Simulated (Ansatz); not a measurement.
# Rh: the cost of one run

Method: DFT PBE, scalar-relativistic, plane waves, PAW, in Ansatz 0.2.0.

## Step 1: The system as given

It takes space group Pm-3n (No. 223, cubic). The conventional cell has a = 4.817 Å, b = 4.817 Å, c = 4.817 Å, α = 90.00°, β = 90.00°, γ = 90.00°. Rh (site symmetry m-3) is surrounded by 12 Rh at 2.69 Å. Around Rh (site symmetry -4m2) lie 6 Rh at 2.41 to 2.69 Å.

Coordinates:

```cif
data_structure
_symmetry_space_group_name_H-M 'Pm-3n'
_symmetry_Int_Tables_number 223
_cell_length_a 4.8167
_cell_length_b 4.8167
_cell_length_c 4.8167
_cell_angle_alpha 90.000
_cell_angle_beta 90.000
_cell_angle_gamma 90.000
_cell_volume 111.75
loop_
_atom_site_label
_atom_site_type_symbol
_atom_site_symmetry_multiplicity
_atom_site_Wyckoff_symbol
_atom_site_fract_x
_atom_site_fract_y
_atom_site_fract_z
_atom_site_occupancy
Rh1 Rh 2 a 0.50000 0.50000 0.50000 1
Rh2 Rh 6 c 0.25000 0.00000 0.50000 1
```

This is candidate A: beta-tungsten (A15) type (Pm-3n, No. 223).

(A quick probe on a coarse mesh, which set the mesh and smearing, is not shown.)

## Step 3: A loose first relaxation (candidate A)

File input.yaml:

```yaml
crystal:
  lattice:
    - [4.8167028597, 0.0, 0.0]
    - [0.0, 4.8167028597, 0.0]
    - [0.0, 0.0, 4.8167028597]
  atoms:
    - { symbol: Rh, position: [0.5, 0.5, 0.5] }
    - { symbol: Rh, position: [0.0, 0.0, 0.0] }
    - { symbol: Rh, position: [0.25, 0.0, 0.5] }
    - { symbol: Rh, position: [0.5, 0.25, 0.0] }
    - { symbol: Rh, position: [0.5, 0.75, 0.0] }
    - { symbol: Rh, position: [0.75, 0.0, 0.5] }
    - { symbol: Rh, position: [0.0, 0.5, 0.75] }
    - { symbol: Rh, position: [0.0, 0.5, 0.25] }
basis:
  ecutwfc: 420
kpoints:
  mp_grid: { grid: [4, 4, 4] }
hamiltonian:
  xc: pbe
scf:
  occupations: { method: gaussian, width: 0.1 }
  lower_state_search: "off"
output:
  forces: true
  stress: true
  eigenvalues: true
relax:
  adjacent_minimum: "off"
  f_tol: 0.04
  max_steps: 70
  cell: { stress_tol: 0.4 }
```

Q: Estimate wall time and peak memory on 1 thread of an x86-64 CPU, shared host.

About 24 s, with a peak of 0.48 GiB.
